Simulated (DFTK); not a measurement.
I:

```
I
1.0
     0.00000    2.36560    3.90984
     2.19225    0.00000    3.90984
     2.19225    2.36560    0.00000
I
1
Cartesian
  0.0000 0.0000 0.0000
```

Base run:

```yaml
Program: DFTK 0.8.2
Functional: PBEsol
Potentials_or_basis: cp2k.nc.sr.pbe.v0_1.semicore.gth (PBE, GTH)
Cutoff: 544 eV
k_mesh: 9 × 9 × 9
Occupations: fermi-dirac, width 0.05 eV
Spin: no spin polarisation
```

Its results: band gap on the k mesh none (metal or under the smearing width); pressure -1.2 GPa.

Problem. The run is repeated on the same cell with these changes: functional from PBEsol to r2SCAN; cutoff from 544 eV to 707 eV; k mesh from 9 × 9 × 9 to 7 × 7 × 7. What comes out?

Solution. Band gap on the k mesh none (metal or under the smearing width); pressure 0.2 GPa.

Several settings changed at once, so the effect can't be laid on one alone.

Caveats: GTH potentials come without recommended cutoffs, and this one wasn't checked for convergence; the potentials were made for another functional, which shifts forces and pressure; spin-orbit coupling is left out, which moves the levels of the heavy elements; an odd number of electrons without spin polarisation forces a metal; a magnetic or distorted state may lie lower.
